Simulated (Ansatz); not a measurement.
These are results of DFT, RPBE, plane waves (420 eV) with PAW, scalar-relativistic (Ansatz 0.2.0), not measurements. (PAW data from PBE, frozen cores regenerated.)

An element in the omega (AlB2-type) structure gives this curve. The cell is scaled uniformly from the relaxed one, with fractional coordinates and shape fixed. Energies are extrapolated to zero smearing, pressures are those at the given smearing. Magnetic state: spin not included.

```tsv
V (Å³/atom)	E − E₀ (meV/atom)	P (GPa)
12.613	224.4	48.09
13.187	90.4	28.19
13.760	20.1	12.44
14.333	0.0	-0.01
14.907	19.6	-9.84
15.480	70.6	-17.57
16.053	146.2	-23.62
```

Which element is it?
A. palladium
B. silicon
C. ruthenium
D. copper

C. Its fit is V₀ = 14.31 Å³/atom, B₀ = 278 GPa, B₀′ = 4.9.
